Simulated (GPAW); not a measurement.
# Mo (Fm-3m) in GPAW: reference runs

Aim: a first look at Mo with PBE, on the cell as given.

All numbers are computed with GPAW 26.7.0; they aren't measurements. Logs are shortened: lines on timing, memory, paths and dates and some standing lists are left out, and cuts for length are marked. The log counts tension as positive stress, the text compression.

## 1. The structure

The structure is cubic, space group Fm-3m (No. 225). Conventional cell: a = 4.030 Å, b = 4.030 Å, c = 4.030 Å, α = 90.00°, β = 90.00°, γ = 90.00°. Mo (site symmetry m-3m) has 12 Mo at 2.85 Å as nearest neighbours.

This isn't the form of Mo at room conditions, which is bcc.

## 2. Single point, PBE

The input, run.py:

```python
from ase import Atoms
from ase.dft.bandgap import bandgap
from ase.io import write
from ase.units import GPa
from gpaw import GPAW, PW

atoms = Atoms(['Mo'],
              cell=[[0.0, 2.015, 2.015],
                    [2.015, 0.0, 2.015],
                    [2.015, 2.015, 0.0]],
              scaled_positions=[[0.0, 0.0, 0.0]],
              pbc=True)

calc = GPAW(mode=PW(600),
            xc='PBE',
            kpts={'size': (11, 11, 11), 'gamma': True},
            occupations={'name': 'fermi-dirac', 'width': 0.05},
            nbands=16,
            convergence={'density': 1e-05, 'energy': 1e-05},
            maxiter=150,
            txt='gpaw.txt')
atoms.calc = calc
energy = atoms.get_potential_energy()
forces = atoms.get_forces()
stress = atoms.get_stress()
calc.write('gs.gpw')
write('result.traj', atoms)
print(f'Energy: {energy:.6f} eV')
print('Forces (eV/A):')
print(forces.round(4))
print('Stress (GPa):', (stress / GPa).round(3))
print('Fermi level:', round(calc.get_fermi_level(), 4), 'eV')
print(f'Gap: {bandgap(calc)[0]:.4f} eV, direct: {bandgap(calc, direct=True)[0]:.4f} eV')
```

Potentials or basis: GPAW PAW data sets (gpaw-data 1.2.1), pw.

Command:

```bash
OMP_NUM_THREADS=1 python run.py
```

gpaw.txt:

```text
__  _  _
 | _ |_)|_||  |
 |__||  | ||/\| - 26.7.0

Input parameters:
  mode=PW(ecut=600.0),
  convergence={'density': 1e-05, 'energy': 1e-05},
  kpts=MonkhorstPack(size=(11, 11, 11), gamma=True),
  maxiter=150,
  nbands=16,
  occupations=Occupations(name='fermi-dirac', width=0.05),
  xc=XC(name='PBE')

Diagonalizing LCAO Hamiltonian
Converting LCAO to pw mode

       Mo

Atoms  # Å, Bohr magnetons
|   | symbol |        x |        y |        z |    initial magnetic moments |
|---|--------|----------|----------|----------|-----------------------------|
| 0 |     Mo | 0.000000 | 0.000000 | 0.000000 | ( 0.0000,  0.0000,  0.0000) |

Unit cell  # Å
| periodic |        x |        y |        z |  lengths |    angles |
|----------|----------|----------|----------|----------|-----------|
|      yes | 0.000000 | 2.015000 | 2.015000 | 2.849640 | 60.000000 |
|      yes | 2.015000 | 0.000000 | 2.015000 | 2.849640 | 60.000000 |
|      yes | 2.015000 | 2.015000 | 0.000000 | 2.849640 | 60.000000 |

Number of symmetries: 48
Symmetry operations  # r_c * U_cc + t_c -> r_c
|    | kind |            matrix            |
|----|------|------------------------------|
|  0 |  σ   |  1, 0, 0,  1, 0,-1,  1,-1, 0 |
|  1 |  C2  |  1, 0, 0,  1,-1, 0,  1, 0,-1 |
|  2 |  E   |  1, 0, 0,  0, 1, 0,  0, 0, 1 |
|  3 |  σ   |  1, 0, 0,  0, 0, 1,  0, 1, 0 |
|  4 |  C4  |  1, 0,-1,  1, 0, 0,  1,-1, 0 |
|  5 |  S6  |  1, 0,-1,  1,-1, 0,  1, 0, 0 |
|  6 |  σ   |  1, 0,-1,  0, 1,-1,  0, 0,-1 |
|  7 |  C3  |  1, 0,-1,  0, 0,-1,  0, 1,-1 |
|  8 |  S6  |  1,-1, 0,  1, 0, 0,  1, 0,-1 |
|  9 |  C4  |  1,-1, 0,  1, 0,-1,  1, 0, 0 |
| 10 |  C3  |  1,-1, 0,  0,-1, 1,  0,-1, 0 |
| 11 |  σ   |  1,-1, 0,  0,-1, 0,  0,-1, 1 |
| 12 |  σ   |  0, 1, 0,  1, 0, 0,  0, 0, 1 |
| 13 |  C4  |  0, 1, 0,  0, 1,-1, -1, 1, 0 |
| 14 |  C3  |  0, 1, 0,  0, 0, 1,  1, 0, 0 |
| 15 |  S6  |  0, 1, 0, -1, 1, 0,  0, 1,-1 |
| 16 |  C2  |  0, 1,-1,  1, 0,-1,  0, 0,-1 |
| 17 |  σ   |  0, 1,-1,  0, 1, 0, -1, 1, 0 |
| 18 |  S4  |  0, 1,-1,  0, 0,-1,  1, 0,-1 |
| 19 |  C4  |  0, 1,-1, -1, 1, 0,  0, 1, 0 |
| 20 |  C3  |  0, 0, 1,  1, 0, 0,  0, 1, 0 |
| 21 |  σ   |  0, 0, 1,  0, 1, 0,  1, 0, 0 |
| 22 |  S6  |  0, 0, 1,  0,-1, 1, -1, 0, 1 |
| 23 |  C4  |  0, 0, 1, -1, 0, 1,  0,-1, 1 |
| 24 |  S4  |  0, 0,-1,  1, 0,-1,  0, 1,-1 |
| 25 |  C3  |  0, 0,-1,  0, 1,-1,  1, 0,-1 |
| 26 |  C2  |  0, 0,-1,  0,-1, 0, -1, 0, 0 |
| 27 |  S6  |  0, 0,-1, -1, 0, 0,  0,-1, 0 |
| 28 |  S4  |  0,-1, 1,  1,-1, 0,  0,-1, 0 |
| 29 |  C4  |  0,-1, 1,  0, 0, 1, -1, 0, 1 |
| 30 |  C2  |  0,-1, 1,  0,-1, 0,  1,-1, 0 |
| 31 |  σ   |  0,-1, 1, -1, 0, 1,  0, 0, 1 |
| 32 |  C3  |  0,-1, 0,  1,-1, 0,  0,-1, 1 |
| 33 |  S6  |  0,-1, 0,  0, 0,-1, -1, 0, 0 |
| 34 |  S4  |  0,-1, 0,  0,-1, 1,  1,-1, 0 |
| 35 |  C2  |  0,-1, 0, -1, 0, 0,  0, 0,-1 |
| 36 |  C2  | -1, 1, 0,  0, 1, 0,  0, 1,-1 |
| 37 |  S6  | -1, 1, 0,  0, 1,-1,  0, 1, 0 |
| 38 |  S4  | -1, 1, 0, -1, 0, 1, -1, 0, 0 |
| 39 |  C3  | -1, 1, 0, -1, 0, 0, -1, 0, 1 |
| 40 |  S6  | -1, 0, 1,  0, 0, 1,  0,-1, 1 |
| 41 |  C2  | -1, 0, 1,  0,-1, 1,  0, 0, 1 |
| 42 |  C3  | -1, 0, 1, -1, 1, 0, -1, 0, 0 |
| 43 |  S4  | -1, 0, 1, -1, 0, 0, -1, 1, 0 |
| 44 |  C2  | -1, 0, 0,  0, 0,-1,  0,-1, 0 |
| 45 |  i   | -1, 0, 0,  0,-1, 0,  0, 0,-1 |
| 46 |  σ   | -1, 0, 0, -1, 1, 0, -1, 0, 1 |
| 47 |  C2  | -1, 0, 0, -1, 0, 1, -1, 1, 0 |

BZ-sampling:
  Number of BZ points: 1331
  Number of IBZ points: 56

  Monkhorst-Pack size: [11, 11, 11]
  Monkhorst-Pack shift: [0, 0, 0]

K-points  # in reciprocal-cell coordinates
|     |                                coordinates |     weight |
|-----|--------------------------------------------|------------|
|   0 | (  0.00000000,   0.00000000,   0.00000000) | 0.00075131 |
|   1 | (  0.09090909,   0.09090909,   0.00000000) | 0.00450789 |
|   2 | (  0.09090909,   0.09090909,   0.09090909) | 0.00601052 |
|   3 | (  0.18181818,   0.09090909,   0.09090909) | 0.00901578 |
|   4 | (  0.18181818,   0.18181818,   0.00000000) | 0.00450789 |
|   5 | (  0.18181818,   0.18181818,   0.09090909) | 0.01803156 |
|   6 | (  0.18181818,   0.18181818,   0.18181818) | 0.00601052 |
|   7 | (  0.27272727,   0.18181818,   0.09090909) | 0.01803156 |
|   8 | (  0.27272727,   0.18181818,   0.18181818) | 0.01803156 |
|   9 | (  0.27272727,   0.27272727,   0.00000000) | 0.00450789 |
| ... |                                            |            |
|  55 | (  0.45454545,   0.45454545,   0.45454545) | 0.00601052 |

Plane wave coefficients: 560
Cutoff: 600.0 eV

Spin-components: 1 (collinear spins)
Bands:           16
Projectors:      6
Spin-degeneracy: 2
Datatype:        complex128

Density:
  Valence electrons: 14.0
  Components: 1
  Grid points: [18 18 18]
  Charge: 0.0  # |e|

Potential:
  Grid points: [18 18 18]

species:
  Mo:
    name:    Molybdenum
    Z:       42.0
    valence: 14
    core:    28
    charge:  0.0  # [|e|]
    compensation charges:
      type: gauss
      rc: 0.38  # [Å]
      lmax: 2
    cutoffs:
      filter: 2.16  # [Å]
      core: 1.42  # [Å]
    projectors
    | kind |    occ | energy [eV] | rcut [Å] |
    |------|--------|-------------|----------|
    |   4s |  2.000 |     -64.307 |    1.238 |
    |   5s |  1.000 |      -4.084 |    1.238 |
    |   4p |  6.000 |     -38.491 |    1.296 |
    |   5p |  0.000 |      -1.044 |    1.296 |
    |   4d |  5.000 |      -3.754 |    1.296 |
    |    d |        |      23.458 |    1.296 |

    Using partial waves for Mo as LCAO basis

Reference energy: -110134.072632  # eV

eigensolver:
  PPCG
  Converge bands: occupied
  niter=2

density mixing:
  MSR1-Mixer
  Pratt-step length: 0.05
  Maximum mixing coefficient: 0.75
  Old densities: 10
  SVD Regularization: 0.005
  Good broyden scale: 1.0
  Trust region scale: 1.0
  Backstep threshold: 4.0
  History deletion threshold: 6.0
  Fourier metric: weight=20.0, sigma=0.015

occupation numbers:
  Fermi-Dirac:
    width: 0.0500  # eV

poisson solver:
  ecut: 4800.0  # eV

xc functional:
[... 9 lines left out ...]
|iter     | |      energy | eigst |  dens |
|---------|-|-------------|-------|-------|
|iter:   1| |  -11.679914 | +0.31 |       |
|iter:   2| |  -11.521394 | -2.18 | -1.00 |
|iter:   3| |  -10.826892 | -1.42 | -1.04 |
|iter:   4| |  -10.827991 | -3.44 | -1.93 |
|iter:   5| |  -10.829111 | -4.07 | -2.19 |
|iter:   6| |  -10.829118 | -5.91 | -3.48 |
|iter:   7| |  -10.829122c| -7.22 | -3.87 |
|iter:   8| |  -10.829122c| -7.87c| -5.03c|

Converged in 8 steps
Energy contributions relative to reference atoms: (reference = -110134.072632)

Energy contributions:
  Kinetic:         -14.419351
  Coulomb:           8.826999
  Zero:             -0.269252
  External:          0.000000
  Xc:               -4.960770
  Entropy:          -0.013494
  Spinorbit:         0.000000
  ----------------------------
  Free energy:     -10.835869
  Extrapolated:    -10.829122

dipole moment: (-15.065300, -15.065300, -15.065300)  # |e|*Ang

Fermi level: 12.338
Eigenvalues  # (at kpt = [0.000, 0.000, 0.000])
| band index |      eig [eV] | occ [0-2] |
|------------|---------------|-----------|
|          0 |       -48.415 |     2.000 |
|          1 |       -21.843 |     2.000 |
|          2 |       -21.843 |     2.000 |
|          3 |       -21.843 |     2.000 |
|          4 |         5.746 |     2.000 |
|          5 |        11.687 |     2.000 |
[... 8 lines left out ...]
|         14 |        35.576 |     0.000 |
|         15 |        43.452 |     0.000 |

No gap
No difference between direct/indirect transitions

Forces  # eV/Ang
|       x |       y |       z |
|---------|---------|---------|
| 0.00000 | 0.00000 | 0.00000 |  # Mo   0

Stress tensor  # eV/Ang^3
|         x |         y |        z |
|-----------|-----------|----------|
|  0.029909 | -0.000000 | 0.000000 |
| -0.000000 |  0.029909 | 0.000000 |
|  0.000000 |  0.000000 | 0.029909 |

# Writing to gs.gpw (mode='')
```

stdout:

```text
Energy: -10.829122 eV
Forces (eV/A):
[[0. 0. 0.]]
Stress (GPa): [ 4.792  4.792  4.792  0.     0.    -0.   ]
Fermi level: 12.3384 eV
Gap: 0.0000 eV, direct: 0.0000 eV
```

Run time: 7 s. Hardware: 1 thread of Intel Xeon 6975P-C (Granite Rapids), shared host; peak memory 0.14 GiB.

Results:

* Free energy: -10.8359 eV
* Pressure: -4.8 GPa
* Band gap on the k mesh: none (metal or under the smearing width)
